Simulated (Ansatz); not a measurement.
Crystal: Au.

```xyz
1
Lattice="0.0000 2.0350 2.0350 2.0350 0.0000 2.0350 2.0350 2.0350 0.0000" Properties=species:S:1:pos:R:3 pbc="T T T"
Au    0.0000    0.0000    0.0000
```

| Property | Result |
| --- | --- |
| Program | Ansatz 0.2.0 |
| Task | relaxation of cell and atoms |
| Functional | RPBE |
| Dispersion | D3(BJ) |
| Potentials or basis | Ansatz PAW |
| Cutoff | 420 eV (not typed: the program's choice for these potentials) |
| k mesh | 11 × 11 × 11 |
| Occupations | fermi-dirac, width 0.05 eV |
| Spin | no spin polarisation |

At the start: volume 16.85 Å³/atom.

Question: Where does the relaxation end?

Answer: It ends after 6 steps and the volume is 14.98 Å³/atom (-11.1 %); space group Fm-3m (No. 225, to 0.05 Å).

Step by step:
```tsv
step	energy change (eV)	largest force (eV/Å)	volume (Å³)
1	0.0000	0.0000	16.85
2	-0.1564	0.0000	14.51
3	-0.1696	0.0000	15.11
4	-0.1707	0.0000	14.99
5	-0.1707	0.0000	14.98
6	-0.1698	0.0000	14.98
```

Final structure:
```xyz
1
Lattice="0.0000 1.9565 1.9565 1.9565 0.0000 1.9565 1.9565 1.9565 0.0000" Properties=species:S:1:pos:R:3 pbc="T T T"
Au    0.0000    0.0000    0.0000
```

Caveat: the plane-wave basis is chosen anew once the cell has moved, so the energies of steps on either side of that aren't comparable; the volume moved by -11 % from the deposited cell, more than functionals usually miss; pairwise dispersion overbinds metals, which lowers pressure and volume; the PAW data sets come from PBE, with cores solved anew for the run's functional, which leaves a small shift of forces and pressure.
